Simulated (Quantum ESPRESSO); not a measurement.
Runs of Quantum ESPRESSO 7.5 on SiC (Moissanite 3C). It takes space group F-43m (No. 216, cubic). The conventional cell has a = 4.358 Å, b = 4.358 Å, c = 4.358 Å, α = 90.00°, β = 90.00°, γ = 90.00°. Si (site symmetry -43m) is surrounded by 4 C at 1.89 Å. C (site symmetry -43m) has 4 Si at 1.89 Å as nearest neighbours. 

```csv
level,potentials or basis,k mesh,cutoff (eV),k mesh of the self-consistent run,form of the LDA,gap on the mesh (eV)
PBE,PseudoDojo 0.4.1 SR PBE standard,6 × 6 × 6,1116,10 × 10 × 10,-,1.36
PBE,SPMS 1.0 PBE,6 × 6 × 6,952,10 × 10 × 10,-,1.36
PBE,Ansatz NC SR PBE,6 × 6 × 6,1116,10 × 10 × 10,-,(a)
PBE,PseudoDojo 0.4 SR PBE stringent,6 × 6 × 6,1116,10 × 10 × 10,-,1.36
PBEsol,PseudoDojo 0.4.1 SR PBEsol standard,18 × 18 × 18,1116,18 × 18 × 18,-,1.24
PBE,SG15 PBE 1.2,6 × 6 × 6,952,10 × 10 × 10,-,1.39
LDA,PseudoDojo 0.4.1 SR LDA standard,6 × 6 × 6,1116,10 × 10 × 10,PW92,1.33
PBE,PseudoDojo 0.5 SR PBE standard,6 × 6 × 6,1116,10 × 10 × 10,-,1.36
```

Alike in all rows: task single point; no spin polarisation; cell as given; smearing fixed.

Estimate the missing entries.

(a) 1.35.

A k mesh can miss the band edges.
